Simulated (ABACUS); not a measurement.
# AlNi (Pm-3m) in ABACUS: further runs

The runs below take AlNi through single point, with PBE.

Program: ABACUS 3.10.1. These are calculated values, not measurements. Logs are shortened: lines on timing, memory, paths and dates and some standing lists are left out, and cuts for length are marked.

**1. The structure**

The structure is cubic, space group Pm-3m (No. 221). The conventional cell has a = 2.881 Å, b = 2.881 Å, c = 2.881 Å, α = 90.00°, β = 90.00°, γ = 90.00°. Ni (site symmetry m-3m) is surrounded by 8 Al at 2.50 Å. Around Al (site symmetry m-3m) lie 8 Ni at 2.50 Å.

**2. Single point, PBE, collinear spin, ferromagnetic start (cell strained by -0.06 along c)**

INPUT

```
INPUT_PARAMETERS
suffix              AlNi
calculation         scf
basis_type          pw
pseudo_dir          ./
symmetry            1
dft_functional      pbe
ecutwfc             98
pseudo_rcut         7
nspin               2
nbands              16
ks_solver           dav
smearing_method     fd
smearing_sigma      0.00367493
scf_thr             1e-08
scf_nmax            100
mixing_type         broyden
mixing_beta         0.4
cal_force           1
cal_stress          1
kpar                4
```

STRU

```
ATOMIC_SPECIES
Ni 58.6934 Ni.upf
Al 26.9815 Al.upf

LATTICE_CONSTANT
1.8897261246

LATTICE_VECTORS
2.8810000000 0.0000000000 0.0000000000
0.0000000000 2.8810000000 0.0000000000
0.0000000000 0.0000000000 2.7081400000

ATOMIC_POSITIONS
Direct

Ni
0.0
1
0.5000000000 0.5000000000 0.5000000000 1 1 1 mag 1

Al
0.0
1
0.0000000000 0.0000000000 0.0000000000 1 1 1 mag 0
```

KPT

```
K_POINTS
0
Gamma
6 6 6 0 0 0
```

Potentials or basis: PseudoDojo NC SR 0.4.1 PBE standard, plane waves.

On the command line:

```
> OMP_NUM_THREADS=1 mpirun -np 4 abacus > log
```

running log:

```text
ABACUS v3.10.1

               Atomic-orbital Based Ab-initio Computation at UStc

 ------------------------------------------------------------------------------------

 READING GENERAL INFORMATION
                           global_out_dir = OUT.AlNi/
                           global_in_card = INPUT
                               pseudo_dir = ./
                              orbital_dir =
                                    DSIZE = 4
                                    GSIZE = 1

 READING UNITCELL INFORMATION
                                    ntype = 2
                  lattice constant (Bohr) = 1.88973
              lattice constant (Angstrom) = 1

 READING ATOM TYPE 1
                               atom label = Ni
                      L=0, number of zeta = 1
                      L=1, number of zeta = 1
                      L=2, number of zeta = 1
             number of atom for this type = 1
               magnetization of element 1 = 1

 READING ATOM TYPE 2
                               atom label = Al
                      L=0, number of zeta = 1
                      L=1, number of zeta = 1
                      L=2, number of zeta = 1
             number of atom for this type = 1
               magnetization of element 2 = 0

                        TOTAL ATOM NUMBER = 2
DIRECT COORDINATES
    atom                   x                   y                   z     mag                  vx                  vy                  vz
taud_Ni1            0.5000000000        0.5000000000        0.5000000000  1.0000        0.0000000000        0.0000000000        0.0000000000
taud_Al1            0.0000000000        0.0000000000        0.0000000000  0.0000        0.0000000000        0.0000000000        0.0000000000

                          Volume (Bohr^3) = 151.689
                             Volume (A^3) = 22.478

 Lattice vectors: (Cartesian coordinate: in unit of a_0)
               +2.881                  +0                  +0
                   +0              +2.881                  +0
                   +0                  +0            +2.70814
 Reciprocal vectors: (Cartesian coordinate: in unit of 2 pi/a_0)
            +0.347102                  -0                  +0
                   -0           +0.347102                  -0
                   +0                  -0           +0.369257
 The esolver type has been set to : ksdft_pw

                PAO radial cut off (Bohr) = 7

 Read in pseudopotential file is Ni.upf
                     pseudopotential type = NC
          exchange-correlation functional = PBE
                 nonlocal core correction = 1
                        valence electrons = 18
                                     lmax = 2
                           number of zeta = 4
                     number of projectors = 6
                           L of projector = 0
[... 5 lines left out ...]
                PAO radial cut off (Bohr) = 7

 Read in pseudopotential file is Al.upf
                     pseudopotential type = NC
          exchange-correlation functional = PBE
                 nonlocal core correction = 1
                        valence electrons = 3
                                     lmax = 2
                           number of zeta = 2
                     number of projectors = 6
                           L of projector = 0
                           L of projector = 0
                           L of projector = 1
                           L of projector = 1
                           L of projector = 2
                           L of projector = 2
     initial pseudo atomic orbital number = 14
 The readin total magnetization is 1

 SETUP THE ELECTRONS NUMBER
            electron number of element Ni = 18
      total electron number of element Ni = 18
            electron number of element Al = 3
      total electron number of element Al = 3
            AUTOSET number of electrons:  = 21
                           occupied bands = 11
                                   NBANDS = 16
                                   NLOCAL = 18

%%%%%%%%%%%%%%%%%%%%%%%%%%%%%%%%%%%%%%%%%%%%%%%%%%%%%%%%%%%%%%%%%%%%%%%%%%%%%%%%%%%%%%%%%%%%%%%%%%%%%%%%%%
 Warning: the number of valence electrons in pseudopotential > 10 for Ni: [Ar] 3d8 4s2
 Pseudopotentials with additional electrons can yield (more) accurate outcomes, but may be less efficient.
 If you're confident that your chosen pseudopotential is appropriate, you can safely ignore this warning.
%%%%%%%%%%%%%%%%%%%%%%%%%%%%%%%%%%%%%%%%%%%%%%%%%%%%%%%%%%%%%%%%%%%%%%%%%%%%%%%%%%%%%%%%%%%%%%%%%%%%%%%%%%

 SETUP THE PLANE WAVE BASIS
 energy cutoff for charge/potential (unit:Ry) = 392
            fft grid for charge/potential = [ 36, 36, 36 ]
                        fft grid division = [ 1, 1, 1 ]
        big fft grid for charge/potential = [ 36, 36, 36 ]
                                     nbxx = 46656
                                     nrxx = 46656

 SETUP PLANE WAVES FOR CHARGE/POTENTIAL
                    number of plane waves = 19917
                         number of sticks = 933

 PARALLEL PW FOR CHARGE/POTENTIAL
     PROC   COLUMNS(POT)             PW
        1            933          19917
[... 61 lines left out ...]
                               nkstot_ibz = 40
K-POINTS REDUCTION ACCORDING TO SYMMETRY
     IBZ    DIRECT_X    DIRECT_Y    DIRECT_Z  WEIGHT  ibz2bz
       1  0.00000000  0.00000000  0.00000000  0.0046       0
       2  0.16666667  0.00000000  0.00000000  0.0185       1
       3  0.33333333  0.00000000  0.00000000  0.0185       2
       4  0.50000000  0.00000000  0.00000000  0.0093       3
       5  0.16666667  0.16666667  0.00000000  0.0185       7
       6  0.33333333  0.16666667  0.00000000  0.0370       8
[... 22 lines left out ...]
      29  0.50000000  0.33333333  0.33333333  0.0370      87
      30  0.50000000  0.50000000  0.33333333  0.0093      93
[... 10 further k points ...]

                               nkstot now = 40
[... K-POINTS DIRECT COORDINATES: 40 rows ...]

           k-point number in this process = 10
       minimum distributed K point number = 10
[... stars of the k points ...]
                             nks(nspin=2) = 20
                          nkstot(nspin=2) = 80

[... K-POINTS CARTESIAN COORDINATES: 20 rows ...]

[... K-POINTS DIRECT COORDINATES: 20 rows ...]

 SETUP PLANE WAVES FOR WAVE FUNCTIONS
     energy cutoff for wavefunc (unit:Ry) = 98
              fft grid for wave functions = [ 36, 36, 36 ]
                    number of plane waves = 3189
                         number of sticks = 277

 PARALLEL PW FOR WAVE FUNCTIONS
     PROC   COLUMNS(POT)             PW
        1            277           3189
 --------------- sum -------------------
        1            277           3189

 SETUP NONLOCAL PSEUDOPOTENTIALS IN PLANE WAVE BASIS
 Ni non-local projectors:
 projector 1 L=0
 projector 2 L=0
 projector 3 L=1
 projector 4 L=1
 projector 5 L=2
 projector 6 L=2
 Al non-local projectors:
 projector 1 L=0
 projector 2 L=0
 projector 3 L=1
 projector 4 L=1
 projector 5 L=2
 projector 6 L=2
      TOTAL NUMBER OF NONLOCAL PROJECTORS = 36

 Init Non-Local PseudoPotential table :
 Init Non-Local-Pseudopotential done.

                                     npwx = 2492

 Make real space PAO into reciprocal space.
       max mesh points in Pseudopotential = 701
     dq(describe PAO in reciprocal space) = 0.01
                                    max q = 1192

 number of pseudo atomic orbitals for Ni is 4
WARNING: norm of atomic wavefunction # 3 of atomic type Ni is 0.999992, renormalized
WARNING: norm of atomic wavefunction # 4 of atomic type Ni is 0.997662, renormalized

 number of pseudo atomic orbitals for Al is 2
WARNING: norm of atomic wavefunction # 1 of atomic type Al is 0.999207, renormalized
WARNING: norm of atomic wavefunction # 2 of atomic type Al is 0.984433, renormalized

 -------------------------------------------
 SELF-CONSISTENT
 -------------------------------------------
                                 init_chg = atomic

 PW ALGORITHM --------------- ION=   1  ELEC=   1--------------------------------
 Notice: Threshold on eigenvalues was too large.
 hsover_error=0.21 > DRHO=0.146394
 Origin diag ethr = 0.01
 New diag ethr = 0.000697116
          total magnetism (Bohr mag/cell) = 0.178281
       absolute magnetism (Bohr mag/cell) = 0.233971
                        nelec for spin up = 10.5891
                      nelec for spin down = 10.4109

 Density error is 0.144771085048
                          Error Threshold = 0.000697116163672
----------------------------------------------------------
     Energy           Rydberg                 eV
----------------------------------------------------------
 E_KohnSham     -340.2666560532      -4629.5653617296
 E_Harris       -333.7817887727      -4541.3342159411
 E_Fermi        1.0873145799         14.7936738048
----------------------------------------------------------
[... 151 lines left out ...]
 Density error is 1.44901119774e-10
                          Error Threshold = 6.82510808828e-11
----------------------------------------------------------
     Energy           Rydberg                 eV
----------------------------------------------------------
 E_KohnSham     -340.3054179872      -4630.0927448974
 E_KS(sigma->0) -340.3052368358      -4630.0902802070
 E_Harris       -340.3052272455      -4630.0901497242
 E_band         -23.0598077402       -313.7447800510
 E_one_elec     -227.4278260938      -3094.3143186294
 E_Hartree      125.6250863432       1709.2169860095
 E_xc           -45.2647308187       -615.8582575709
 E_Ewald        -193.2375851151      -2629.1322253258
 E_entropy(-TS) -0.0003623027        -0.0049293808
 E_descf        0.0000000000         0.0000000000
 E_exx          0.0000000000         0.0000000000
 E_Fermi        1.1253421231         15.3110650740
----------------------------------------------------------

 charge density convergence is achieved
 final etot is -4630.0927449 eV
 EFERMI = 15.311065074 eV

 STATE ENERGY(eV) AND OCCUPATIONS    NSPIN == 2
SPIN UP :
 1/10 kpoint (Cartesian) = 0.0000 0.0000 0.0000 (2489 pws)
       1       -88.2482     0.00462963
       2       -48.6292     0.00462963
       3       -48.6292     0.00462963
       4       -48.6216     0.00462963
       5        3.63824     0.00462963
       6        11.6891     0.00462963
[... 8 lines left out ...]
      15        23.6654    1.26089e-75
      16        30.2819        0.00000
[... 76 lines left out ...]
       3       -48.6336      0.0370370
       4       -48.6199      0.0370370
       5        6.10340      0.0370370
       6        10.6716      0.0370370
[... 8 lines left out ...]
      15        27.4861        0.00000
      16        30.6111        0.00000

[... levels at 14 further k points ...]

------------------------------------------------------------------------------------------
 TOTAL-FORCE (eV/Angstrom)
------------------------------------------------------------------------------------------
                       Ni1         0.0000000000         0.0000000000         0.0000000000
                       Al1         0.0000000000         0.0000000000         0.0000000000
------------------------------------------------------------------------------------------

----------------------------------------------------------------
 TOTAL-STRESS (KBAR)
----------------------------------------------------------------
       126.1537804221         0.0000000000        -0.0000000000
         0.0000000000       126.1537804221        -0.0000000000
        -0.0000000000         0.0000000000       176.2086338050
----------------------------------------------------------------
 TOTAL-PRESSURE: 142.838732 KBAR

 --------------------------------------------
 !FINAL_ETOT_IS -4630.0927448973725404 eV
 --------------------------------------------
```

Run time: 32 s. Hardware: 4 MPI ranks of Intel Xeon Platinum 8175M at 2.50GHz (Skylake/Cascade Lake), shared host; peak memory 0.4 GiB.

What came out:

```
Free energy            : -4630.0927 eV
Pressure               : 14.3 GPa
Band gap on the k mesh : none (metal or under the smearing width)
Net moment             : 0.00 μB per cell
Absolute moment        : 0.00 μB per cell
```

Stress tensor (GPa, compression positive):
```
12.62  0.00  0.00
 0.00 12.62  0.00
 0.00  0.00 17.62
```

Caveat: the k mesh is coarse (spacing up to 0.39 Å⁻¹), so the values aren't converged.

**3. Single point, PBE, collinear spin, ferromagnetic start (cell strained by -0.03 along c)**

INPUT is that of step 2.

STRU: that of step 2 with these lines changed.

```diff
@@ -10,3 +10,3 @@
 0.0000000000 2.8810000000 0.0000000000
-0.0000000000 0.0000000000 2.7081400000
+0.0000000000 0.0000000000 2.7945700000
```

KPT is that of step 2.

Potentials or basis: PseudoDojo NC SR 0.4.1 PBE standard, plane waves.

On the command line:

```
> OMP_NUM_THREADS=1 mpirun -np 4 abacus > log
```

It took 29 s on 4 MPI ranks of Intel Xeon Platinum 8175M at 2.50GHz (Skylake/Cascade Lake), shared host; peak memory 0.4 GiB.

The run converged. Its results:

- Free energy: -4630.1473 eV
- Pressure: 7.7 GPa
- Band gap on the k mesh: none (metal or under the smearing width)
- Net moment: 0.00 μB per cell
- Absolute moment: 0.00 μB per cell

Stress tensor (GPa, compression positive):
```
7.78 0.00 0.00
0.00 7.78 0.00
0.00 0.00 7.58
```

Levels at points of the mesh, in eV from the Fermi level:
Spin up:
```
           k point  band 8  band 9  band 10  band 11
(0.00, 0.00, 0.00)   -1.72   -1.65    -1.65     5.18
(0.50, 0.00, 0.00)   -2.46   -2.29    -1.56    -0.80
(0.50, 0.50, 0.00)   -3.19   -2.15    -2.15    -1.15
(0.00, 0.00, 0.50)   -2.47   -2.47    -1.61    -0.59
(0.50, 0.00, 0.50)   -2.91   -2.30    -2.25    -1.11
(0.50, 0.50, 0.50)   -1.11   -1.07     1.88     1.88
```
Spin down:
```csv
k point,band 7,band 8,band 9,band 10,band 11
"(0.00, 0.00, 0.00)",-3.45,-1.72,-1.65,-1.65,5.18
"(0.50, 0.00, 0.00)",-2.98,-2.46,-2.29,-1.56,-0.80
"(0.50, 0.50, 0.00)",-3.19,-3.19,-2.15,-2.15,-1.15
"(0.00, 0.00, 0.50)",-2.90,-2.47,-2.47,-1.61,-0.59
"(0.50, 0.00, 0.50)",-3.06,-2.91,-2.30,-2.25,-1.11
"(0.50, 0.50, 0.50)",-4.32,-1.11,-1.07,1.88,1.88
```

Caveat: the k mesh is coarse (spacing up to 0.37 Å⁻¹), so the values aren't converged.

(Continued in part 2 of 2.)
